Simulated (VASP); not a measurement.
# BaTe: optical spectrum, part 2 of 3

Wanted: where BaTe absorbs light, and how strongly it screens. The cell is of the rock-salt type, one of the forms listed for this formula. The start is a cell from a database of measured crystal structures.

VASP 6.6.1, plane waves and PAW; the level of theory is named at each step.

So far. Step 2 (Ground state): The cell has a gap of 1.33 eV on this mesh and a pressure of +4.2 GPa, which holds the misfit of the given cell and coordinates with this functional, and any error of cutoff, mesh and data sets. Spin-orbit coupling is left out, which can shift or reorder these edges.

The database entry behind the starting cell differs from later determinations by our own check (about 2.5 % short), so it need not match the best structure at ambient conditions.

## 4. Static response with local fields

Level of this step: PBE; plane waves and PAW (Ba_sv, Te) (VASP).

Perturbation theory (LEPSILON) gives the dielectric tensor with local fields, and the Born charges.

File INCAR:

```
SYSTEM = BaTe
PREC = Accurate
ENCUT = 400
EDIFF = 1E-08
NELM = 100
ISMEAR = 0
SIGMA = 0.01
LREAL = .FALSE.
ALGO = Normal
GGA = PE
NBANDS = 14
LWAVE = .FALSE.
LCHARG = .FALSE.
KPAR = 4
LEPSILON = .TRUE.
```

File POSCAR:

```
BaTe
1.0
    0.0000000000      3.4100000000      3.4100000000
    3.4100000000      0.0000000000      3.4100000000
    3.4100000000      3.4100000000      0.0000000000
Ba Te
1 1
Direct
    0.0000000000      0.0000000000      0.0000000000
    0.5000000000      0.5000000000      0.5000000000
```

File KPOINTS:

```
Automatic mesh
0
Gamma
9 9 9
0 0 0
```

PAW data sets: Ba_sv and Te (PBE family, release 64).

Started as:

```bash
mpirun -np 4 vasp_std
```

The log of the run:

```text
[... set-up lines as in an earlier step ...]
 entering main loop
       N       E                     dE             d eps       ncg     rms          rms(c)
DAV:   1     0.749982599695E+02    0.74998E+02   -0.55732E+03   980   0.785E+02
DAV:   2    -0.413516333708E+01   -0.79133E+02   -0.72711E+02  1308   0.152E+02
DAV:   3    -0.848507279671E+01   -0.43499E+01   -0.43120E+01  1336   0.386E+01
DAV:   4    -0.859886361178E+01   -0.11379E+00   -0.11376E+00  1230   0.633E+00
DAV:   5    -0.860054920122E+01   -0.16856E-02   -0.16856E-02  1368   0.665E-01    0.418E+00
DAV:   6    -0.850659672343E+01    0.93952E-01   -0.12427E-01  1172   0.177E+00    0.277E+00
DAV:   7    -0.850784946929E+01   -0.12527E-02   -0.10582E-01  1208   0.184E+00    0.787E-01
DAV:   8    -0.851175774531E+01   -0.39083E-02   -0.12682E-02  1010   0.703E-01    0.195E-01
DAV:   9    -0.851220637079E+01   -0.44863E-03   -0.66422E-04  1160   0.175E-01    0.440E-02
DAV:  10    -0.851234428126E+01   -0.13791E-03   -0.13745E-04  1010   0.760E-02    0.175E-02
DAV:  11    -0.851237270329E+01   -0.28422E-04   -0.56550E-05  1118   0.423E-02    0.184E-02
DAV:  12    -0.851237001138E+01    0.26919E-05   -0.68131E-06  1250   0.162E-02    0.510E-03
DAV:  13    -0.851237041877E+01   -0.40738E-06   -0.32927E-07  1112   0.369E-03    0.141E-03
DAV:  14    -0.851237049571E+01   -0.76944E-07   -0.27700E-08  1230   0.106E-03    0.551E-04
DAV:  15    -0.851237060531E+01   -0.10960E-06   -0.44603E-09   658   0.437E-04    0.252E-04
DAV:  16    -0.851237059514E+01    0.10168E-07   -0.40380E-10   490   0.141E-04    0.122E-04
DAV:  17    -0.851237058933E+01    0.58151E-08   -0.12178E-10   490   0.705E-05
   1 F= -.85123706E+01 E0= -.85123706E+01  d E =-.274261E-77
 Linear response reoptimize wavefunctions to high precision
DAV:   1    -0.851237058415E+01    0.51734E-08   -0.94575E-11   568   0.560E-05
DAV:   2    -0.851237058418E+01   -0.21828E-10   -0.17802E-11   490   0.245E-05
 Linear response G [H, r] |phi>, progress :
  Direction:   1
       N       E                     dE             d eps       ncg     rms
RMM:   1    -0.713610360306E+02   -0.71361E+02    0.38260E+02  2188   0.838E+01
RMM:   2    -0.730249207638E+02   -0.16639E+01   -0.17218E+01  1839   0.163E+01
RMM:   3    -0.733659344068E+02   -0.34101E+00   -0.48638E+00  2097   0.579E+00
RMM:   4    -0.733836490112E+02   -0.17715E-01   -0.76862E-01  2160   0.185E+00
RMM:   5    -0.733857528256E+02   -0.21038E-02   -0.10430E-01  2202   0.621E-01
RMM:   6    -0.733869960322E+02   -0.12432E-02   -0.71677E-03  2192   0.181E-01
RMM:   7    -0.733869826146E+02    0.13418E-04   -0.11570E-02  2158   0.561E-02
RMM:   8    -0.733871816808E+02   -0.19907E-03   -0.20002E-03  2153   0.196E-02
RMM:   9    -0.733871395466E+02    0.42134E-04    0.13966E-04  2121   0.712E-03
RMM:  10    -0.733871796264E+02   -0.40080E-04    0.44682E-04  2019   0.255E-03
RMM:  11    -0.733871743072E+02    0.53192E-05   -0.93037E-05  1895   0.101E-03
RMM:  12    -0.733871751237E+02   -0.81641E-06    0.13552E-04  1675   0.437E-04
RMM:  13    -0.733871745667E+02    0.55693E-06   -0.41827E-05  1524   0.235E-04
RMM:  14    -0.733871748382E+02   -0.27145E-06    0.20885E-05  1247   0.154E-04
RMM:  15    -0.733871746986E+02    0.13963E-06   -0.19581E-05  1048   0.127E-04
RMM:  16    -0.733871748189E+02   -0.12036E-06   -0.79406E-07   915   0.120E-04
RMM:  17    -0.733871747256E+02    0.93345E-07   -0.10572E-05   837   0.117E-04
RMM:  18    -0.733871748036E+02   -0.78027E-07   -0.27973E-06   775   0.117E-04
 Linear response G [H, r] |phi>, progress :
  Direction:   2
       N       E                     dE             d eps       ncg     rms
RMM:   1    -0.591829867637E+02   -0.59183E+02    0.49610E+02  2123   0.869E+01
RMM:   2    -0.612761625715E+02   -0.20932E+01   -0.12774E+01  1848   0.159E+01
RMM:   3    -0.615529958452E+02   -0.27683E+00   -0.27098E+00  2150   0.522E+00
RMM:   4    -0.615709340868E+02   -0.17938E-01   -0.35120E-01  2195   0.149E+00
RMM:   5    -0.615728986029E+02   -0.19645E-02   -0.40221E-02  2248   0.461E-01
RMM:   6    -0.615733919730E+02   -0.49337E-03   -0.29940E-03  2246   0.139E-01
RMM:   7    -0.615734767724E+02   -0.84799E-04   -0.33638E-03  2220   0.429E-02
RMM:   8    -0.615735626422E+02   -0.85870E-04    0.40493E-03  2251   0.151E-02
RMM:   9    -0.615735316230E+02    0.31019E-04   -0.16533E-03  2222   0.518E-03
RMM:  10    -0.615735302299E+02    0.13931E-05    0.50265E-04  2119   0.195E-03
RMM:  11    -0.615735299859E+02    0.24400E-06   -0.28497E-04  1974   0.748E-04
RMM:  12    -0.615735299590E+02    0.26894E-07    0.91217E-05  1756   0.344E-04
RMM:  13    -0.615735282953E+02    0.16637E-05   -0.23954E-05  1550   0.193E-04
RMM:  14    -0.615735283203E+02   -0.25002E-07    0.13289E-05  1274   0.142E-04
RMM:  15    -0.615735283472E+02   -0.26971E-07   -0.74129E-06  1082   0.123E-04
RMM:  16    -0.615735283222E+02    0.25057E-07    0.33656E-06   979   0.119E-04
RMM:  17    -0.615735283320E+02   -0.98057E-08    0.16625E-07   895   0.116E-04
RMM:  18    -0.615735283259E+02    0.60926E-08    0.21702E-06   832   0.117E-04
 Linear response G [H, r] |phi>, progress :
  Direction:   3
       N       E                     dE             d eps       ncg     rms
RMM:   1    -0.643431977443E+02   -0.64343E+02    0.44391E+02  2113   0.823E+01
RMM:   2    -0.651218954629E+02   -0.77870E+00   -0.17254E+01  1821   0.157E+01
RMM:   3    -0.654449043647E+02   -0.32301E+00   -0.41884E+00  2042   0.529E+00
RMM:   4    -0.654648862836E+02   -0.19982E-01   -0.56344E-01  2071   0.164E+00
RMM:   5    -0.654702676177E+02   -0.53813E-02   -0.68299E-02  2120   0.501E-01
RMM:   6    -0.654711856196E+02   -0.91800E-03   -0.59641E-03  2122   0.146E-01
RMM:   7    -0.654712427340E+02   -0.57114E-04    0.41349E-03  2003   0.447E-02
RMM:   8    -0.654712853179E+02   -0.42584E-04   -0.11540E-03  1955   0.160E-02
RMM:   9    -0.654712794955E+02    0.58224E-05   -0.13012E-04  1896   0.544E-03
RMM:  10    -0.654712811643E+02   -0.16688E-05    0.12414E-05  1832   0.211E-03
RMM:  11    -0.654712802041E+02    0.96024E-06   -0.16252E-05  1723   0.806E-04
RMM:  12    -0.654712804416E+02   -0.23751E-06    0.10032E-04  1579   0.334E-04
RMM:  13    -0.654712802744E+02    0.16714E-06    0.84235E-07  1407   0.161E-04
RMM:  14    -0.654712802076E+02    0.66883E-07    0.66753E-06  1232   0.939E-05
RMM:  15    -0.654712803278E+02   -0.12023E-06    0.17595E-07  1018   0.733E-05
RMM:  16    -0.654712803358E+02   -0.80099E-08    0.29437E-08   860   0.687E-05
 Linear response to external field (no local field effect), progress :
  Direction:   1
       N       E                     dE             d eps       ncg     rms          rms(c)
[...]
RMM:   5    -0.179055667559E+01   -0.26711E-04   -0.66492E-05  2266   0.204E-02
RMM:   6    -0.179055847716E+01   -0.18016E-05    0.82147E-05  2216   0.577E-03
RMM:   7    -0.179055864224E+01   -0.16508E-06   -0.16462E-04  2149   0.199E-03
RMM:   8    -0.179055867334E+01   -0.31098E-07   -0.12604E-05  2232   0.679E-04
RMM:   9    -0.179055867594E+01   -0.25991E-08   -0.18318E-05  2101   0.216E-04
RMM:  10    -0.179055867874E+01   -0.28011E-08   -0.91246E-07  1560   0.853E-05
RMM:  11    -0.179055868106E+01   -0.23184E-08   -0.31770E-06  1258   0.506E-05
RMM:  12    -0.179055867717E+01    0.38907E-08   -0.39613E-09  1083   0.418E-05
 change of polarisation eV/A/(eV/A) component  1 :     3.581     0.712     0.160
 dielectric tensor                  component  1 :     9.171     1.625     0.365
 Linear response to external field (no local field effect), progress :
  Direction:   2
       N       E                     dE             d eps       ncg     rms          rms(c)
RMM:   1    -0.123349538462E+01   -0.12335E+01   -0.51185E+00  2308   0.352E+00
RMM:   2    -0.128435646568E+01   -0.50861E-01   -0.10264E-01  2073   0.911E-01
RMM:   3    -0.128805784940E+01   -0.37014E-02   -0.11530E-02  2190   0.262E-01
RMM:   4    -0.128838294471E+01   -0.32510E-03   -0.60186E-04  2300   0.658E-02
RMM:   5    -0.128840130543E+01   -0.18361E-04   -0.37513E-05  2301   0.176E-02
RMM:   6    -0.128840241244E+01   -0.11070E-05   -0.66217E-05  2271   0.510E-03
RMM:   7    -0.128840251414E+01   -0.10170E-06   -0.58026E-05  2222   0.176E-03
RMM:   8    -0.128840252893E+01   -0.14793E-07   -0.34451E-05  2289   0.602E-04
RMM:   9    -0.128840253253E+01   -0.35989E-08   -0.66502E-06  2164   0.193E-04
RMM:  10    -0.128840253134E+01    0.11893E-08   -0.46535E-06  1569   0.731E-05
RMM:  11    -0.128840252429E+01    0.70539E-08   -0.81350E-07  1250   0.472E-05
RMM:  12    -0.128840250780E+01    0.16482E-07   -0.20974E-07  1053   0.409E-05
RMM:  13    -0.128840250315E+01    0.46582E-08   -0.10288E-07   949   0.402E-05
RMM:  14    -0.128840250314E+01    0.19942E-11   -0.89637E-11   885   0.401E-05
 change of polarisation eV/A/(eV/A) component  2 :     0.712     2.577    -0.169
 dielectric tensor                  component  2 :     1.625     6.880    -0.386
 Linear response to external field (no local field effect), progress :
  Direction:   3
       N       E                     dE             d eps       ncg     rms          rms(c)
RMM:   1    -0.921581046838E+00   -0.92158E+00   -0.27094E+00  2226   0.354E+00
RMM:   2    -0.943906739214E+00   -0.22326E-01   -0.12504E-01  1985   0.910E-01
RMM:   3    -0.947277190951E+00   -0.33705E-02   -0.86353E-03  2052   0.221E-01
RMM:   4    -0.947566236499E+00   -0.28905E-03   -0.61150E-04  2143   0.586E-02
RMM:   5    -0.947582869388E+00   -0.16633E-04   -0.51199E-05  2131   0.164E-02
RMM:   6    -0.947584241501E+00   -0.13721E-05    0.12258E-05  1996   0.496E-03
RMM:   7    -0.947584342691E+00   -0.10119E-06   -0.12811E-05  1883   0.171E-03
RMM:   8    -0.947584363922E+00   -0.21231E-07   -0.26497E-05  1933   0.601E-04
RMM:   9    -0.947584368158E+00   -0.42357E-08    0.33428E-06  1816   0.201E-04
RMM:  10    -0.947584366824E+00    0.13340E-08   -0.37584E-06  1349   0.797E-05
RMM:  11    -0.947584373878E+00   -0.70544E-08    0.74402E-07  1077   0.493E-05
RMM:  12    -0.947584363693E+00    0.10185E-07   -0.20584E-07   912   0.407E-05
RMM:  13    -0.947584358818E+00    0.48747E-08   -0.76942E-09   775   0.393E-05
 change of polarisation eV/A/(eV/A) component  3 :     0.160    -0.169     1.895
 dielectric tensor                  component  3 :     0.365    -0.386     5.324
 Linear response to external field, progress :
  Direction:   1
       N       E                     dE             d eps       ncg     rms          rms(c)
RMM:   1    -0.129325078803E+01   -0.12933E+01   -0.49901E+00  4839   0.376E+00
RMM:   2    -0.133761485777E+01   -0.44364E-01   -0.13403E-01  4285   0.969E-01    0.219E+00
RMM:   3    -0.126245083768E+01    0.75164E-01   -0.11342E-01  3760   0.147E+00    0.115E+00
RMM:   4    -0.132470088521E+01   -0.62250E-01   -0.12714E-01  3678   0.153E+00    0.247E-01
RMM:   5    -0.136516923667E+01   -0.40468E-01   -0.75102E-03  3952   0.473E-01    0.762E-02
RMM:   6    -0.136962576652E+01   -0.44565E-02   -0.15159E-03  4611   0.123E-01    0.360E-02
RMM:   7    -0.137138029200E+01   -0.17545E-02   -0.15388E-04  4286   0.385E-02    0.654E-03
RMM:   8    -0.137148304011E+01   -0.10275E-03   -0.80383E-05  4723   0.127E-02    0.329E-03
RMM:   9    -0.137164888944E+01   -0.16585E-03   -0.53841E-05  4286   0.642E-03    0.577E-04
RMM:  10    -0.137167030623E+01   -0.21417E-04   -0.15416E-05  4801   0.197E-03    0.242E-04
RMM:  11    -0.137166951884E+01    0.78739E-06   -0.10768E-05  4561   0.603E-04    0.643E-05
RMM:  12    -0.137166571973E+01    0.37991E-05   -0.13453E-06  4376   0.243E-04    0.819E-05
RMM:  13    -0.137166538281E+01    0.33692E-06   -0.16827E-06  3366   0.868E-05    0.922E-06
 change of polarisation eV/A/(eV/A) component  1 :     2.449     0.441     0.116
 dielectric tensor                  component  1 :     6.587     1.006     0.264
 Linear response to external field, progress :
  Direction:   2
       N       E                     dE             d eps       ncg     rms          rms(c)
RMM:   1    -0.129327318643E+01   -0.12933E+01   -0.49903E+00  4847   0.377E+00
RMM:   2    -0.133763001475E+01   -0.44357E-01   -0.13455E-01  4311   0.974E-01    0.219E+00
RMM:   3    -0.126243615107E+01    0.75194E-01   -0.11326E-01  3770   0.147E+00    0.115E+00
RMM:   4    -0.132473293269E+01   -0.62297E-01   -0.12747E-01  3688   0.154E+00    0.247E-01
RMM:   5    -0.136520488632E+01   -0.40472E-01   -0.75424E-03  3962   0.475E-01    0.757E-02
RMM:   6    -0.136963765578E+01   -0.44328E-02   -0.15323E-03  4636   0.124E-01    0.358E-02
RMM:   7    -0.137137741813E+01   -0.17398E-02   -0.20538E-04  4315   0.388E-02    0.661E-03
RMM:   8    -0.137148332631E+01   -0.10591E-03   -0.17407E-04  4754   0.128E-02    0.331E-03
RMM:   9    -0.137164850916E+01   -0.16518E-03   -0.61463E-05  4297   0.646E-03    0.514E-04
RMM:  10    -0.137167049454E+01   -0.21985E-04   -0.19663E-05  4833   0.202E-03    0.206E-04
RMM:  11    -0.137166964814E+01    0.84639E-06   -0.16055E-05  4591   0.604E-04    0.629E-05
RMM:  12    -0.137166532873E+01    0.43194E-05   -0.66259E-07  4411   0.246E-04    0.799E-05
RMM:  13    -0.137166531701E+01    0.11721E-07   -0.23126E-06  3466   0.877E-05    0.834E-06
 change of polarisation eV/A/(eV/A) component  2 :     0.380     2.449    -0.006
 dielectric tensor                  component  2 :     0.867     6.587    -0.014
 Linear response to external field, progress :
  Direction:   3
       N       E                     dE             d eps       ncg     rms          rms(c)
RMM:   1    -0.129327530455E+01   -0.12933E+01   -0.49903E+00  4850   0.377E+00
RMM:   2    -0.133762964226E+01   -0.44354E-01   -0.13455E-01  4311   0.974E-01    0.219E+00
RMM:   3    -0.126243619841E+01    0.75193E-01   -0.11326E-01  3769   0.147E+00    0.115E+00
RMM:   4    -0.132473385931E+01   -0.62298E-01   -0.12748E-01  3688   0.154E+00    0.247E-01
RMM:   5    -0.136520798631E+01   -0.40474E-01   -0.75477E-03  3962   0.475E-01    0.757E-02
RMM:   6    -0.136963617753E+01   -0.44282E-02   -0.15352E-03  4635   0.124E-01    0.358E-02
RMM:   7    -0.137137768644E+01   -0.17415E-02   -0.53257E-05  4310   0.388E-02    0.659E-03
RMM:   8    -0.137148292779E+01   -0.10524E-03   -0.16719E-04  4742   0.128E-02    0.329E-03
RMM:   9    -0.137164791245E+01   -0.16498E-03   -0.69956E-05  4306   0.651E-03    0.500E-04
RMM:  10    -0.137167118283E+01   -0.23270E-04   -0.17287E-05  4832   0.202E-03    0.206E-04
RMM:  11    -0.137166948968E+01    0.16931E-05   -0.12097E-05  4575   0.614E-04    0.603E-05
RMM:  12    -0.137166536434E+01    0.41253E-05   -0.22370E-06  4426   0.250E-04    0.721E-05
RMM:  13    -0.137166534524E+01    0.19104E-07   -0.18704E-06  3464   0.884E-05    0.877E-06
 change of polarisation eV/A/(eV/A) component  3 :     0.054     0.320     2.449
 dielectric tensor                  component  3 :     0.123     0.730     6.587
 Born effective charges drift removed
```

Elapsed: 49 s, on 4 MPI ranks of Intel Xeon 6975P-C (Granite Rapids), shared host; peak memory 1.3 GiB.

From OUTCAR (step 4):

```text
The static configuration has the point symmetry O_h .

 Found     35 irreducible k-points:

   k-points           NKPTS =     35   k-points in BZ     NKDIM =     35   number of bands    NBANDS=     14

   NELECT =      16.0000    total number of electrons

  Total        2.0954074      2.0954074      2.0954074      0.0000000      0.0000000      0.0000000
  in kB       42.3336712     42.3336712     42.3336712      0.0000000      0.0000000      0.0000000
  external PRESSURE =      42.3336712 kB  Pullay stress =       0.0000000 kB

 POSITION                                       TOTAL-FORCE (eV/Angst)
 -----------------------------------------------------------------------------------
      0.00000      0.00000      0.00000         0.000000     -0.000000     -0.000000
      3.41000      3.41000      3.41000        -0.000000      0.000000      0.000000
 -----------------------------------------------------------------------------------
    total drift:                                0.000000     -0.000000     -0.000000

 MACROSCOPIC STATIC DIELECTRIC TENSOR (including local field effects in DFT)
 ------------------------------------------------------
           6.587123     0.000000     0.000000
           0.000000     6.587123     0.000000
          -0.000000    -0.000000     6.587123
 ------------------------------------------------------

 PIEZOELECTRIC TENSOR (including local field effects)  for field in x, y, z        (C/m^2)
          XX          YY          ZZ          XY          YZ          ZX
  --------------------------------------------------------------------------------
  x     0.00000     0.00000     0.00000     0.00000     0.00000     0.00000
  y     0.00000     0.00000     0.00000     0.00000     0.00000     0.00000
  z     0.00000     0.00000     0.00000     0.00000     0.00000     0.00000

 BORN EFFECTIVE CHARGES (including local field effects) (in |e|, cummulative output)
 ---------------------------------------------------------------------------------
 ion    1
    1     2.60315     0.00000     0.00000
    2     0.00000     2.60315     0.00000
    3     0.00000     0.00000     2.60315
 ion    2
    1    -2.60315     0.00000     0.00000
    2     0.00000    -2.60315     0.00000
    3     0.00000     0.00000    -2.60315

[... 7 parts as in an earlier step ...]

[... 1 further part left out ...]
```

Energies printed during the response cycles are not total energies of the cell. The dielectric response converges more slowly with the mesh than energies do, so tensor and charges may still move on a finer one.

This step gave:

| Property | Result |
| --- | --- |
| Fermi energy | 2.925 eV |
| pressure | 4.233 GPa |

Electronic dielectric tensor with local fields:

```
6.59 0.00 0.00
0.00 6.59 0.00
0.00 0.00 6.59
```

Born effective charge (e), principal values of the symmetric part by kind of site:

```csv
atom,atoms with these values,low,middle,high,mean
Ba1,1,2.60,2.60,2.60,2.60
Te2,1,-2.60,-2.60,-2.60,-2.60
```

In full for Te2:

```
-2.60  0.00  0.00
 0.00 -2.60  0.00
 0.00  0.00 -2.60
```

The mean electronic (clamped-ion) dielectric constant is 6.59.

(Part 2 of 3 ends here.)

[Lines on the potential files, build, host, timing and source positions are cut from VASP's logs without a mark.]

[Logs are printed without paths, hosts, clocks, repeated set-up lines and the standing remarks that a program may print on its own settings, such as how far it seeks lower states.]

[Hosts, paths, dates, database ids (printed as entryN), source tags and the programs' standing remarks are cut or masked in the printed files.]
